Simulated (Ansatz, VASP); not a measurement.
## One calculation of Ru, two programs

```xyz
1
Lattice="0.1334 1.9241 1.9241 1.9241 0.1334 1.9241 1.9241 1.9241 0.1334" Properties=species:S:1:pos:R:3 pbc="T T T"
Ru    0.0000    0.0000    0.0000
```

Change from the starting cell: equal engineering shear yz, xz and xy +0.0700, equal normal strain along x, y and z -0.0250.

Alike in both runs: task single point; functional PBE; k mesh 20 × 20 × 20; occupations gaussian, width 0.15 eV; no spin polarisation.

|  | VASP | Ansatz |
| --- | --- | --- |
| version | VASP 6.6.1 | Ansatz 0.2.0 |
| potentials or method | VASP PAW PBE potentials, release 64 (Ru_pv) | scalar-relativistic, plane waves, PAW |
| plane-wave cutoff (eV) | 520 | 420 |
| valence electrons in the cell | 14 | 16 |

VASP gave:

- gap on the k mesh at the Fermi level (eV): none
- pressure (GPa): 35.4
- largest component of the traceless stress (GPa): 21.84

Which values does Ansatz return?

gap on the k mesh at the Fermi level (eV): none; pressure (GPa): 35.4; largest component of the traceless stress (GPa): 21.81.

A gap of «none» marks a metal or a gap that the smearing closes. The functional is the same, so the differences come from potentials, cutoffs and numerics. The two sets of potentials don't hold the same shells in valence.

Caveats: so large a pressure means that the cell lies far from this level's equilibrium, or that cutoff or potentials fall short (VASP).
